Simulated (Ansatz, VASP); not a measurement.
**Ba in VASP and in Ansatz**

The input INCAR:

```
SYSTEM = Ba
ALGO = Normal
EDIFF = 1E-7
ENCUT = 520
GGA = PE
ISIF = 2
ISMEAR = -1
LASPH = .True.
LCHARG = .False.
LREAL = .False.
LWAVE = .False.
NBANDS = 11
NELM = 80
PREC = Accurate
SIGMA = 0.05
```

KPOINTS

```
k-points
0
Gamma
  7 7 7
  0 0 0
```

The input POSCAR:

```
Ba
1.0
    4.3683519637      0.0000000000      0.0000000000
   -2.1841759819      3.7831037732      0.0000000000
    0.0000000000      0.0000000000      3.9649114859
Ba
1
Direct
    0.0000000000      0.0000000000      0.0000000000
```

input.yaml

```yaml
crystal:
  lattice:
    - [4.3683519637, 0.0, 0.0]
    - [-2.1841759819, 3.7831037732, 0.0]
    - [0.0, 0.0, 3.9649114859]
  atoms:
    - { symbol: Ba, position: [0.0, 0.0, 0.0] }
hamiltonian:
  xc: pbe
  pseudopotentials: { kind: paw }
kpoints:
  mp_grid: { grid: [7, 7, 7] }
scf:
  occupations: { method: fermi_dirac, width: 0.05 }
output:
  forces: true
  stress: true
  eigenvalues: true
```

Change from the starting cell: volume scaled by 1.04.

Alike in both runs: task single point; functional PBE; k mesh 7 × 7 × 7; occupations fermi-dirac, width 0.05 eV; no spin polarisation.

|  | VASP | Ansatz |
| --- | --- | --- |
| version | VASP 6.6.1 | Ansatz 0.2.0 |
| potentials or method | VASP PAW PBE potentials, release 64 (Ba_sv) | Ansatz PAW |
| plane-wave cutoff (eV) | 520 | 420 |
| valence electrons in the cell | 10 | 10 |

Ansatz gave:

```
gap on the k mesh at the Fermi level (eV)       : none
pressure (GPa)                                  : -0.4
largest component of the traceless stress (GPa) : 0.41
```

**Question.** Which values does VASP return?

**Answer.** gap on the k mesh at the Fermi level (eV): none; pressure (GPa): -0.4; largest component of the traceless stress (GPa): 0.44.

A gap of «none» marks a metal or a gap that the smearing closes. The functional is the same, so the differences come from potentials, cutoffs and numerics.

Spin-orbit coupling is left out, which matters for the levels of Ba.
